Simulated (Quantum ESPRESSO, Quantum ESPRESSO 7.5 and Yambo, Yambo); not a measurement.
**CdSe (F-43m): G0W0 on several meshes in Yambo**

How does the mesh move the gap of CdSe (F-43m)?

Program: Quantum ESPRESSO 7.5 and Yambo 5.3.0. Level of theory: PBE and many-body steps on it, plane waves. Results are calculated unless marked as measured.

## Step 1: Set-up

The structure is cubic, space group F-43m (No. 216). Conventional cell: a = 6.141 Å, b = 6.141 Å, c = 6.141 Å, α = 90.00°, β = 90.00°, γ = 90.00°. Cd has 4 Se at 2.66 Å nearest. Nearest to Se lie 4 Cd at 2.66 Å. Farther neighbours and most contacts between anions are not listed.

The cell and positions are those that the Materials Project relaxed with its own functionals (PBE, PBE+U or r2SCAN), kept fixed.

## Step 2: Empty states on the mesh, 4×4×4 mesh, 393 bands

This step: Quantum ESPRESSO 7.5; DFT, PBE, plane waves, norm-conserving pseudopotentials.

The sums over transitions need many empty states on a uniform mesh; this step solves for them.

pw.in

```
&control
  calculation = 'nscf'
  prefix = 'x'
  outdir = 'o'
  pseudo_dir = 'pseudo'
/
&system
  ibrav = 0
  nat = 2
  ntyp = 2
  ecutwfc = 104.0
  nbnd = 393
  force_symmorphic = .true.
/
&electrons
  conv_thr = 1e-9
  electron_maxstep = 80
  diago_full_acc = .true.
  diago_thr_init = 5e-6
/
ATOMIC_SPECIES
  Cd 112.41 Cd.upf
  Se 78.971 Se.upf
CELL_PARAMETERS angstrom
  -0.0000000000 3.0702711986 3.0702711986
  3.0702711986 -0.0000000000 3.0702711986
  3.0702711986 3.0702711986 -0.0000000000
ATOMIC_POSITIONS crystal
  Cd 0.0000000000 0.0000000000 0.0000000000
  Se 0.7500000000 0.7500000000 0.7500000000
K_POINTS automatic
  4 4 4 0 0 0
```

Run with:

```console
$ OMP_NUM_THREADS=1 mpirun -n 8 pw.x -nk 4 -in pw.in > pw.out
```

Log:

```text
Program PWSCF v.7.5 starts

     This program is part of the open-source Quantum ESPRESSO suite
     for quantum simulation of materials; please cite
         "P. Giannozzi et al., J. Phys.:Condens. Matter 21 395502 (2009);
         "P. Giannozzi et al., J. Phys.:Condens. Matter 29 465901 (2017);
         "P. Giannozzi et al., J. Chem. Phys. 152 154105 (2020);
     in publications or presentations arising from this work. More details at

     Atomic positions and unit cell read from directory:
     o/x.save/

     Message from routine setup:
[...]
-199.3042-138.7801-138.7801-138.7801 -93.9630 -55.0241 -55.0240 -55.0240
[...]
57.2295  57.4786  58.1886  58.1886  59.1444  59.1444  59.8368  59.9923
     [... 38 further rows ...]
   195.6302 195.6302 196.5044 196.5044 197.1904 198.1136 198.1136 198.8024
   199.0099

          k = 0.3536 0.0000 0.0000 (  7003 PWs)   bands (ev):

     [... further k-points ...]

     highest occupied, lowest unoccupied level (ev):     7.6711    8.2221

     XML data file, pseudopotentials, collected wavefunctions

=------------------------------------------------------------------------------=
   JOB DONE.
=------------------------------------------------------------------------------=
```

The job ended after 54 s (8 MPI ranks of Arm Neoverse V1, shared host; peak memory 1.4 GiB; 7.1 min of CPU time).

This step gave:

```yaml
gap: 0.5509 eV
k_of_the_valence_top: 0, 0, 0
k_of_the_conduction_bottom: 0, 0, 0
least_direct_gap: 0.5509 eV
k_points_computed: 8
lowest_point_of_the_top_converged_band_above_the_valence_top: 190.1723 eV
```

On this mesh the gap is 0.551 eV.

The density comes from a self-consistent run that is not shown.

## Step 3: Conversion and set-up

This step: Yambo 5.3.0; conversion and set-up on PBE, plane waves, norm-conserving pseudopotentials.

The states are converted to the many-body program's format and the q mesh is built.

Run with:

```console
$ (cd o/x.save; p2y > p2y.log; mv SAVE ../..); yambo > setup.log
```

Log:

```text
 Yambo, version 5.3.0

 [02] CORE Variables Setup
 =========================

  [02.01] Unit cells
  ==================

  Cell kind             :  FCC
  Atoms in the cell     :  Cd  Se
  number of Cd atoms    :  1
  number of Se atoms    :  1

  List of atomic masses
  Mass of Cd    :  112.4100
  Mass of Se    :  78.97100

  List of atomic coordinates    : [cc]
  Cd1       :  0.000000  0.000000  0.000000  order 1
  Se1       :  8.702958  8.702958  8.702958  order 2

  Alat factors          :  5.801972  5.801972  5.801972 [a.u.]
  Direct lattice volume :  390.6221 [a.u.]
[...]
==========================================

 IBZ Q-points                                      :   8
 BZ  Q-points                                      :   64

 K/Q-points units:
 rlu = crystal or reduced units; cc = cartesian coordinates; iku = interal k-units

 Q [1]          [rlu]:  0.000000  0.000000  0.000000
 Q [2]          [rlu]: -0.74024E-17  0.64753E-17  0.25000
 Q [3]          [rlu]:  0.14805E-16 -0.12951E-16 -0.50000
[...]
Q [7]          [rlu]:  0.13563E-16 -0.50000     -0.50000
 Q [8]          [rlu]:  0.250000 -0.500000 -0.250000

  [03.01] X indexes
  =================

   [03.01.01] Sigma indexes
   ========================

 [06] Game Over & Game summary
```

Elapsed: 3.7 s, on 1 MPI rank; peak memory 0.26 GiB.

## Step 4: 4×4×4

G0W0 replaces the xc potential by the self-energy, built once from these orbitals. Only a window of levels is corrected, while the sums run over the empty bands that the input names.

This step: G0W0 on PBE, plane waves, norm-conserving pseudopotentials.

gw2.in

```
HF_and_locXC
gw0
dyson
ppa
em1d
rim_cut
RandQpts= 1000000
RandGvec= 1 RL
EXXRLvcs= 104 Ry
VXCRLvcs= 416 Ry
Chimod= "HARTREE"
% BndsRnXp
 1 | 173 |
%
NGsBlkXp= 15.5 Ry
% LongDrXp
 1 | 1 | 1 |
%
% GbndRnge
 1 | 173 |
%
DysSolver= "n"
ExtendOut
PPAPntXp= 27.21138 eV
% QPkrange
 1 | 1 | 21 | 24 |
%
```

Run with:

```console
$ OMP_NUM_THREADS=1 mpirun -n 8 yambo -F gw2.in -J gw2 -C gw2 > gw2.log
```

Log:

```text
 Yambo, version 5.3.0

 [02] CORE Variables Setup
 =========================

  [... cell, symmetries and grids as in the set-up ...]

  [02.05] Energies & Occupations
  ==============================

  [X] === General ===
  [X] Electronic Temperature                        :  0.000000  0.000000 [eV K]
  [X] Bosonic    Temperature                        :  0.000000  0.000000 [eV K]
  [X] Finite Temperature mode                       : no
  [X] El. density                                   :  0.76014E+24 [cm-3]
  [X] Fermi Level                                   :  7.671117 [eV]

  [X] === Gaps and Widths ===
  [X] Conduction Band Min                           :  0.550945 [eV]
  [X] Valence Band Max                              :  0.000000 [eV]
  [X] Filled Bands                                  :  22
  [X] Empty Bands                                   :    23   393
  [X] Direct Gap                                    :  0.550945 [eV]
  [X] Direct Gap localized at k                     :  1
  [X] Indirect Gap                                  :  0.550945 [eV]
  [X] Indirect Gap between kpts                     :  1  1
  [X] Last valence band width                       :  2.085450 [eV]
  [X] 1st conduction band width                     :  4.360734 [eV]

 [03] Transferred momenta grid and indexing
 ==========================================

 IBZ Q-points                                      :   8
 BZ  Q-points                                      :   64

 K/Q-points units:
 rlu = crystal or reduced units; cc = cartesian coordinates; iku = interal k-units

 Q [1]          [rlu]:  0.000000  0.000000  0.000000
 Q [2]          [rlu]: -0.74024E-17  0.64753E-17  0.25000
 Q [3]          [rlu]:  0.14805E-16 -0.12951E-16 -0.50000
 Q [4]          [rlu]: -0.67816E-17  0.25000      0.25000
 Q [5]          [rlu]: -0.13780E-16  0.25000      0.50000
 Q [6]          [rlu]: -0.12951E-16  0.25000     -0.25000
 Q [7]          [rlu]:  0.13563E-16 -0.50000     -0.50000
 Q [8]          [rlu]:  0.250000 -0.500000 -0.250000

 [04] Coloumb potential Random Integration (RIM)
 ===============================================

  [04.01] RIM initialization
  ==========================

  * Diagonal components only detected *

  8 x (sBL volume)        :  0.079377 [a.u.]
  sBZ random points       :  1000000
  Points outside the sBZ  :   7999624
  RL volume               :  0.635013 [a.u.]
  Integrated volume       :  0.635043 [a.u.]

  [04.02] RIM integrals
  =====================

  Gamma point sphere radius             :  0.077956 [a.u.]
  Points outside the sphere             :   799635
  [Int_sBZ(q=0) 1/q^2]*(Vol_sBZ)^(-1/3) =:  7.763403
                                 should be <:  7.795600

  Summary of Coulomb integrals for non-metallic bands |Q|[au] RIM/Bare

  Q [1] 0.100000E-4 0.995870 * Q [2] 0.234463 1.065611
  Q [4] 0.270735 1.063960 * Q [6] 0.382877 1.025542
  Q [5] 0.448963 1.019403 * Q [3] 0.468927 1.016307
  Q [7] 0.541470 1.013019 * Q [8] 0.605382 1.010006

 [WARNING] [Xp] User bands 1-173 break level degeneracy

 [05] Dipoles
 ============

  [05.01] Setup: observables and procedures
  =========================================

 [06] Dynamic Dielectric Matrix (PPA)
 ====================================

 [SLK-Inversion]  Pools        :  2
 [SLK-Inversion]  BLACS grid   :  2  2

 [WR./gw2//ndb.pp]---------------------------------------------------------------
  Brillouin Zone Q/K grids (IBZ/BZ)                :    8   64    8   64
  RL vectors                                       :   8363 [WF]
  Coulomb cutoff potential                         : none
  Electronic Temperature                           :  0.000000 [K]
  Bosonic    Temperature                           :  0.000000 [K]
  PPA    diel. fun.  energies                      : Perdew, Burke & Ernzerhof(X)+Perdew, Burke & Ernzerhof(C)
  wavefunctions                                    : Perdew, Burke & Ernzerhof(X)+Perdew, Burke & Ernzerhof(C)
  Global Gauge                                     : length
  X matrix size                                    :   459
  X band range                                     :    1  173
  X e/h energy range                               : -1.000000 -1.000000 [eV]
  X Time ordering                                  : R
  X Hxc Kernel                                     : HARTREE
  X Drude frequency                                :  0.000000  0.000000
  X poles                                          :  100.0000 [o/o]
  RL vectors in the sum                            :   8363
  [r,Vnl] included                                 : yes
  Field direction                                  :  0.577350E-5  0.577350E-5  0.577350E-5
  BZ energy Double Grid                            : no
  BZ energy DbGd points                            : 0
  BZ Q point size factor                           : -1.000000
  X Optical Averaged directions                    : none

 [07] Local Exchange-Correlation + Non-Local Fock
 ================================================

 [VXC] Plane waves :   55849
 [EXS] Plane waves :   6975

 QP @ state[ 1 ] K range:  1  1
 QP @ state[ 1 ] b range:  21  24

 [xc] Functional : Perdew, Burke & Ernzerhof(X)+Perdew, Burke & Ernzerhof(C)
 [xc] LIBXC used to calculate xc functional
  PP Number of Atomic Species                      :  2
  NLCC RL compoments                               :   55849
  PP Number of Atomic Species                      :  2
  NLCC RL compoments                               :   55849

 [xc] E_xc :  -40.56591 [Ha]
      E_xc :  -81.13181 [Ry]

  Local XC kind (lXC) : Perdew, Burke & Ernzerhof(X)+Perdew, Burke & Ernzerhof(C)
  Non-Local XC kind (nlXC) : Hartree-Fock

  Corrections @ K [1] :  [eV]
 <21|nlXC|21> = -18.27012 -0.27587E-16 <21|lXC|21> = -15.80774  0.18882E-15
 <22|nlXC|22> = -18.27012 -0.12488E-16 <22|lXC|22> = -15.80774  0.37763E-15
 <23|nlXC|23> = -8.092410 -0.33258E-17 <23|lXC|23> = -11.61124 -0.18881E-15
 <24|nlXC|24> = -5.754738  0.18107E-17 <24|lXC|24> = -10.30179  0.94424E-16

 [08] Dyson equation: Newton solver
 ==================================

  [08.01] G0W0 (W PPA)
  ====================

  [  GW  ] Bands range     :    1  173
  [GW/PPA] G damping       :  0.100000 [eV]

  QP @ state[ 1 ] K range:  1  1
  QP @ state[ 1 ] b range:  21  24

   Sc/G bands                                       :    1  173
   Sc/G damping                                     :  0.100000 ev
   Sc bands terminator                              : no
   Sx RL components                                 :   6975

   QP @ state[ 1 ] K range                          :  1  1
   QP @ state[ 1 ] b range                          :  21  24
   GF energies kind                                 : Perdew, Burke & Ernzerhof(X)+Perdew, Burke & Ernzerhof(C)
   GF WF`s kind                                     : Perdew, Burke & Ernzerhof(X)+Perdew, Burke & Ernzerhof(C)
   Xs energies kind                                 : Perdew, Burke & Ernzerhof(X)+Perdew, Burke & Ernzerhof(C)
   Xs WF`s kind                                     : Perdew, Burke & Ernzerhof(X)+Perdew, Burke & Ernzerhof(C)

 [11] Game Over & Game summary
```

It took 4.5 min on 8 MPI ranks; peak memory 4.7 GiB; 36 min of CPU time.

Numbers from this step:

| Quantity | Value |
| --- | --- |
| G0W0 gap on the points computed | 1.191 eV |
| starting gap on the mesh | 0.5509 eV |
| k of the valence top | 0, 0, 0 |
| k of the conduction bottom | 0, 0, 0 |
| least direct G0W0 gap on the computed points | 1.191 eV |
| Z at the valence top | 0.7899 |
| Z at the conduction bottom | 0.8117 |

The gap on the mesh goes from 0.55 eV to 1.19 eV, a correction of +0.64 eV.

## Step 5: Empty states on the mesh, 2×2×2 mesh, 173 bands

This step: Quantum ESPRESSO 7.5; DFT, PBE, plane waves, norm-conserving pseudopotentials.

pw.in: that of step 2 with these lines changed.

```diff
@@ -11,3 +11,3 @@
   ecutwfc = 104.0
-  nbnd = 393
+  nbnd = 173
   force_symmorphic = .true.
@@ -31,2 +31,2 @@
 K_POINTS automatic
-  4 4 4 0 0 0
+  2 2 2 0 0 0
```

Run with:

```console
$ OMP_NUM_THREADS=1 mpirun -n 8 pw.x -nk 4 -in pw.in > pw.out
```

Log:

```text
[banner, memory and clock lines left out]
Program PWSCF v.7.5 starts

     Atomic positions and unit cell read from directory:
     o/x.save/

     Message from routine setup:
     using ibrav=0 with symmetry is DISCOURAGED, use correct ibrav instead

     Message from routine divide_et_impera:
     suboptimal parallelization: some nodes have no k-points

     bravais-lattice index     =            0
     lattice parameter (alat)  =       8.2052  a.u.
     unit-cell volume          =     390.6221 (a.u.)^3
     number of atoms/cell      =            2
[...]
[... 10 further rows ...]
[...]
109.0147 109.0147 109.9322 110.3505 110.3505

          k =-0.7071 0.0000 0.0000 (  7046 PWs)   bands (ev):

  -199.3042-138.7801-138.7801-138.7801 -93.9630 -55.0242 -55.0240 -55.0240
[...]
56.8404  56.9190  57.6227  58.8702  58.8702  60.1280  60.1280  60.1490
     [... 10 further rows ...]
   105.4498 105.4937 105.6477 105.7664 105.7787 106.3151 108.2323 108.3011
   109.2463 109.2463 109.8084 110.9209 111.5756

     highest occupied, lowest unoccupied level (ev):     7.6711    8.2221

     XML data file, pseudopotentials, collected wavefunctions
```

The job ended after 8 s (8 MPI ranks; peak memory 0.69 GiB; 64 s of CPU time).

Numbers from this step:

- gap: 0.5509 eV
- k of the valence top: 0, 0, 0
- k of the conduction bottom: 0, 0, 0
- least direct gap: 0.5509 eV
- k points computed: 3
- lowest point of the top converged band, above the valence top: 100.9561 eV

On this mesh the gap is 0.551 eV.

(Continued in part 2 of 2.)

[Paths, hosts, dates, memory and timing lines, banners, echoed tables and standing remarks are left out of the program output.]

[Logs are printed without paths, hosts, clocks, repeated set-up lines and the standing remarks that a program may print on its own settings, such as how far it seeks lower states.]

[Runs of the session that timed out or met a known fault of the program may be left out.]

[Hosts, paths, dates, database ids (printed as entryN), source tags and the programs' standing remarks are cut or masked in the printed files.]
